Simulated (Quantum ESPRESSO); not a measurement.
# BN (P6_3/mmc) in Quantum ESPRESSO: a series of runs, part 3 of 3

Quantum ESPRESSO 7.5. The steps go on from the part before.

**5. Phonons, PBEsol**

pw.in

```
&CONTROL
  calculation = 'scf'
  prefix = 'pwscf'
  outdir = './tmp'
  pseudo_dir = './pseudo'
  tprnfor = .true.
  tstress = .true.
  disk_io = 'low'
/
&SYSTEM
  ibrav = 0
  celldm(1) = 8
  nat = 4
  ntyp = 2
  ecutwfc = 84
  nbnd = 14
  occupations = 'smearing'
  smearing = 'fd'
  degauss = 0.00367493
/
&ELECTRONS
  conv_thr = 8d-10
  electron_maxstep = 120
  mixing_beta = 0.5
/
ATOMIC_SPECIES
B     10.8100 B.upf
N     14.0070 N.upf
CELL_PARAMETERS alat
  0.5901236741981   0.0000000000000   0.0000000000000
 -0.2950618370991   0.5110620932419   0.0000000000000
  0.0000000000000   0.0000000000000   1.5674569556474
ATOMIC_POSITIONS crystal
B      0.3333333333    0.6666666667    0.2500000000
B      0.6666666667    0.3333333333    0.7500000000
N      0.3333333333    0.6666666667    0.7500000000
N      0.6666666667    0.3333333333    0.2500000000
K_POINTS automatic
12 12 4 0 0 0
```

relax.in

```
&CONTROL
  calculation = 'vc-relax'
  prefix = 'pwscf'
  outdir = './tmp'
  pseudo_dir = './pseudo'
  tprnfor = .true.
  tstress = .true.
  disk_io = 'low'
  nstep = 40
  forc_conv_thr = 0.0001
  etot_conv_thr = 1d-06
/
&SYSTEM
  ibrav = 0
  celldm(1) = 8
  nat = 4
  ntyp = 2
  ecutwfc = 84
  nbnd = 14
  occupations = 'smearing'
  smearing = 'fd'
  degauss = 0.00367493
/
&ELECTRONS
  conv_thr = 8d-10
  electron_maxstep = 120
  mixing_beta = 0.5
/
&IONS
  ion_dynamics = 'bfgs'
/
&CELL
  cell_dynamics = 'bfgs'
  press = 0
  press_conv_thr = 0.2
/
ATOMIC_SPECIES
B     10.8100 B.upf
N     14.0070 N.upf
CELL_PARAMETERS alat
  0.5901236741981   0.0000000000000   0.0000000000000
 -0.2950618370991   0.5110620932419   0.0000000000000
  0.0000000000000   0.0000000000000   1.5674569556474
ATOMIC_POSITIONS crystal
B      0.3333333333    0.6666666667    0.2500000000
B      0.6666666667    0.3333333333    0.7500000000
N      0.3333333333    0.6666666667    0.7500000000
N      0.6666666667    0.3333333333    0.2500000000
K_POINTS automatic
12 12 4 0 0 0
```

scf2.in

```
&CONTROL
  calculation = 'scf'
  prefix = 'pwscf'
  outdir = './tmp'
  pseudo_dir = './pseudo'
  tprnfor = .true.
  tstress = .true.
  disk_io = 'low'
/
&SYSTEM
  ibrav = 0
  celldm(1) = 8
  nat = 4
  ntyp = 2
  ecutwfc = 84
  nbnd = 14
  occupations = 'fixed'
/
&ELECTRONS
  conv_thr = 1d-13
  electron_maxstep = 120
  mixing_beta = 0.5
  startingpot = 'file'
  startingwfc = 'file'
/
ATOMIC_SPECIES
B     10.8100 B.upf
N     14.0070 N.upf
CELL_PARAMETERS alat
  0.5918751768186   0.0000000000068   0.0000000000000
 -0.2959375884152   0.5125789389909   0.0000000000000
  0.0000000000000   0.0000000000000   1.6440733738144
ATOMIC_POSITIONS crystal
B      0.3333333334    0.6666666668    0.2500000000
B      0.6666666668    0.3333333334    0.7500000000
N      0.3333333334    0.6666666668    0.7500000000
N      0.6666666668    0.3333333334    0.2500000000
K_POINTS automatic
12 12 4 0 0 0
```

ph.in

```
phonons of BN
&INPUTPH
  prefix = 'pwscf'
  outdir = './tmp'
  tr2_ph = 1d-18
  fildyn = 'dyn'
  niter_ph = 90
  alpha_mix(1) = 0.7
  epsil = .true.
/
0.0000000000 0.0000000000 0.0000000000
```

dynmat.in

```
&INPUT
  fildyn = 'dyn'
  asr = 'crystal'
  lperm = .true.
  filout = 'dynmat.disp'
  fileig = 'dynmat.eig'
/
```

dynmat_lo.in

```
&INPUT
  fildyn = 'dyn'
  asr = 'crystal'
  filout = 'dynmat_lo.disp'
  fileig = 'dynmat_lo.eig'
  q(1) = 0
  q(2) = 0
  q(3) = 1
/
```

Potentials or basis: PseudoDojo 0.4.1 SR PBEsol standard.

The run is started by

```
> OMP_NUM_THREADS=1 mpirun -n 4 pw.x -nk 4 -in pw.in > pw.out
> OMP_NUM_THREADS=1 mpirun -n 4 pw.x -nk 4 -in relax.in > relax.out
> OMP_NUM_THREADS=1 mpirun -n 4 pw.x -nk 4 -in scf2.in > scf2.out
> OMP_NUM_THREADS=1 mpirun -n 4 ph.x -nk 4 -in ph.in > ph.out
> OMP_NUM_THREADS=1 mpirun -n 1 dynmat.x -in dynmat.in > dynmat.out
> OMP_NUM_THREADS=1 mpirun -n 1 dynmat.x -in dynmat_lo.in > dynmat_lo.out
```

pw.out:

```text
This program is part of the open-source Quantum ESPRESSO suite
     for quantum simulation of materials; please cite
[... 6 lines left out ...]
     using ibrav=0 with symmetry is DISCOURAGED, use correct ibrav instead

     K-points division:     npool     =       4
     Subspace diagonalization in iterative solution of the eigenvalue problem:
     a serial algorithm will be used

     G-vector sticks info
     --------------------
     sticks:   dense  smooth     PW     G-vecs:    dense   smooth      PW
     Sum         511     511    163                25183    25183    4199

     Using Slab Decomposition

     bravais-lattice index     =            0
     lattice parameter (alat)  =       8.0000  a.u.
     unit-cell volume          =     242.0373 (a.u.)^3
     number of atoms/cell      =            4
     number of atomic types    =            2
[... 288 lines left out ...]

          k = 0.0000-0.9784-0.3190 (  3184 PWs)   bands (ev):

    -9.7922  -9.7922  -4.2238  -4.2238   0.5785   0.5785   3.7653   3.7653
     9.3857   9.3857  14.7030  14.7030  18.1202  18.1202

          k = 0.1412 0.2446 0.0000 (  3133 PWs)   bands (ev):
[... 176 lines left out ...]
    -9.1912  -9.1912  -3.2844  -3.2844  -2.4399  -2.4399   4.6988   4.6988
     9.3161   9.3161  16.5217  16.5217  18.5714  18.5714

     the Fermi energy is     5.8124 ev

!    total energy              =     -53.47874214 Ry
     estimated scf accuracy    <          6.9E-11 Ry
     smearing contrib. (-TS)   =      -0.00000000 Ry
     internal energy E=F+TS    =     -53.47874214 Ry

     The total energy is F=E-TS. E is the sum of the following terms:
     one-electron contribution =     -15.82568136 Ry
     hartree contribution      =      16.27265726 Ry
     xc contribution           =     -17.18145188 Ry
     ewald contribution        =     -36.74426616 Ry

     convergence has been achieved in   9 iterations

     Forces acting on atoms (cartesian axes, Ry/au):

     atom    1 type  1   force =    -0.00000000   -0.00000000    0.00000000
     atom    2 type  1   force =     0.00000000    0.00000000    0.00000000
     atom    3 type  2   force =    -0.00000000   -0.00000000   -0.00000000
     atom    4 type  2   force =     0.00000000    0.00000000   -0.00000000

     Total force =     0.000000     Total SCF correction =     0.000000

     Computing stress (Cartesian axis) and pressure

          total   stress  (Ry/bohr**3)                   (kbar)     P=       25.44
   0.00022828   0.00000000   0.00000000           33.58        0.00        0.00
   0.00000000   0.00022828  -0.00000000            0.00       33.58       -0.00
   0.00000000   0.00000000   0.00006223            0.00        0.00        9.15

=------------------------------------------------------------------------------=
   JOB DONE.
=------------------------------------------------------------------------------=
```

relax.out:

```text
This program is part of the open-source Quantum ESPRESSO suite
     for quantum simulation of materials; please cite
[... 6 lines left out ...]
     using ibrav=0 with symmetry is DISCOURAGED, use correct ibrav instead

     K-points division:     npool     =       4
[... 946 lines left out ...]
   0.00000195   0.00000000  -0.00000000            0.29        0.00       -0.00
   0.00000000   0.00000195  -0.00000000            0.00        0.29       -0.00
   0.00000000  -0.00000000   0.00000557            0.00       -0.00        0.82

=------------------------------------------------------------------------------=
   JOB DONE.
=------------------------------------------------------------------------------=
```

Run time: 8.9 min. Hardware: 4 MPI ranks of Intel Xeon Platinum 8175M at 2.50GHz (Skylake/Cascade Lake), shared host; peak memory 0.36 GiB.

Results:

| Property | Result |
| --- | --- |
| Free energy | -727.6226 eV |
| Relaxed volume | 9.46 Å³/atom |
| Relaxed cell | a = 2.506 Å, b = 2.506 Å, c = 6.960 Å, α = 90.00°, β = 90.00°, γ = 120.00° |
| Space group after relaxing (to 0.05 Å) | P6_3/mmc (No. 194) |
| Pressure after relaxing | 0.0 GPa |
| Band gap on the k mesh | 4.27 eV, indirect (least direct gap 4.61 eV) |
| Electronic dielectric tensor (diagonal) | 4.61, 4.61, 2.53 |
| Born charges (mean of the diagonal) | B +2.02; N -2.02 e |
| Highest phonon frequency at Γ, LO-TO splitting left out | 1366 cm⁻¹ |
| Most unstable mode | 26i cm⁻¹ |
| Static dielectric tensor (diagonal) | 6.27, 6.27, 2.86 |

Step by step:
| step | energy change (eV) | largest force (eV/Å) | pressure (GPa) | volume (Å³) |
| --- | --- | --- | --- | --- |
| 1 | 0.0000 | 0.0000 | 2.54 | 35.87 |
| 2 | -0.0009 | 0.0000 | -1.59 | 36.33 |
| 3 | -0.0028 | 0.0000 | 0.18 | 36.18 |
| 4 | -0.0031 | 0.0000 | 0.36 | 36.23 |
| 5 | -0.0035 | 0.0000 | 0.45 | 36.31 |
| 6 | -0.0041 | 0.0000 | 0.49 | 36.44 |
| 7 | -0.0049 | 0.0000 | 0.46 | 36.65 |
| 8 | -0.0058 | 0.0000 | 0.37 | 36.96 |
| 9 | -0.0066 | 0.0000 | 0.19 | 37.44 |
| 10 | -0.0068 | 0.0000 | 0.03 | 37.80 |
| 11 | -0.0068 | 0.0000 | 0.01 | 37.84 |

Final structure:
```
B N
1.0
     2.50565    0.00000    0.00000
    -1.25283    2.16996    0.00000
     0.00000    0.00000    6.96005
B N
2 2
Direct
  0.33333 0.66667 0.25000
  0.66667 0.33333 0.75000
  0.33333 0.66667 0.75000
  0.66667 0.33333 0.25000
```

Phonon frequencies in cm⁻¹ (negative: imaginary):
```
              q point                                       frequencies
(0.000, 0.000, 0.000)  -26 -25 -25 25 25 65 757 799 1366 1366 1366 1366
```

Electronic dielectric tensor:
```
4.61 0.00 0.00
0.00 4.61 0.00
0.00 0.00 2.53
```

Born effective charge tensors (e):
atom 1, B
```
2.70 0.00 0.00
0.00 2.70 0.00
0.00 0.00 0.67
```
atom 2, B
```
2.70 0.00 0.00
0.00 2.70 0.00
0.00 0.00 0.67
```
atom 3, N
```
-2.70  0.00  0.00
 0.00 -2.70  0.00
 0.00  0.00 -0.67
```
atom 4, N
```
-2.70  0.00  0.00
 0.00 -2.70  0.00
 0.00  0.00 -0.67
```

Optical modes at Γ, degenerate ones joined, polar ones without the macroscopic field:
| cm⁻¹ | components | symmetry | active in | IR intensity, summed ((D/Å)²/amu) |
| --- | --- | --- | --- | --- |
| 25 | 2 | E2g | Raman | 0.00 |
| 65 | 1 | B1g | silent | 0.00 |
| 757 | 1 | A2u | IR | 3.41 |
| 799 | 1 | B1g | silent | 0.00 |
| 1366 | 2 | E2g | Raman | 0.00 |
| 1366 | 2 | E1u | IR | 110.24 |

Zone-centre frequencies without and with the macroscopic field along z (cm⁻¹):
|  | optical modes in rising order |
| --- | --- |
| without | 25 25 65 757 799 1366 1366 1366 1366 |
| with the field | 25 25 65 799 805 1366 1366 1366 1366 |

Static dielectric tensor, electrons and zone-centre modes:
```
6.27 0.00 0.00
0.00 6.27 0.00
0.00 0.00 2.86
```

Caveat: the layers were relaxed without a dispersion term, so their spacing and the soft interlayer modes are unreliable; before the sum rule the acoustic modes lie tens of cm⁻¹ from zero, a sign that the density grid also shifts the optical modes; on a mesh that holds Γ this program's dielectric tensor can be off by some percent beyond the error of the mesh; this functional lacks dispersion, which binds the layers, so the pressure and a relaxed spacing across them are unreliable. A k mesh can miss the band edges.

**6. Overview**

| level | potentials or basis | form of the LDA correlation | gap on the mesh (eV) | pressure (GPa) |
| --- | --- | --- | --- | --- |
| PBE | PseudoDojo 0.4.1 SR PBE standard | - | 4.47 | 0.3 |
| PBE+D3(BJ) | PseudoDojo 0.4.1 SR PBE standard | - | 4.30 | 0.0 |
| LDA | PseudoDojo 0.4.1 SR LDA standard | PW92 | 4.09 | 0.0 |
| PBEsol | PseudoDojo 0.4.1 SR PBEsol standard | - | 4.27 | 0.0 |

Alike in all rows: task phonons; no spin polarisation; cell relaxed; k mesh 12 × 12 × 4; cutoff (eV) 1143; smearing fermi-dirac 0.05 eV.

Caveats: on a mesh that holds Γ this program's dielectric tensor can be off by some percent beyond the error of the mesh; the layers were relaxed without a dispersion term, so their spacing and the soft interlayer modes are unreliable (some runs); this functional lacks dispersion, which binds the layers, so the pressure and a relaxed spacing across them are unreliable (some runs); before the sum rule the acoustic modes lie tens of cm⁻¹ from zero, a sign that the density grid also shifts the optical modes (some runs).

Total energies depend on the potentials used, so only differences within one code and one set of settings carry meaning.
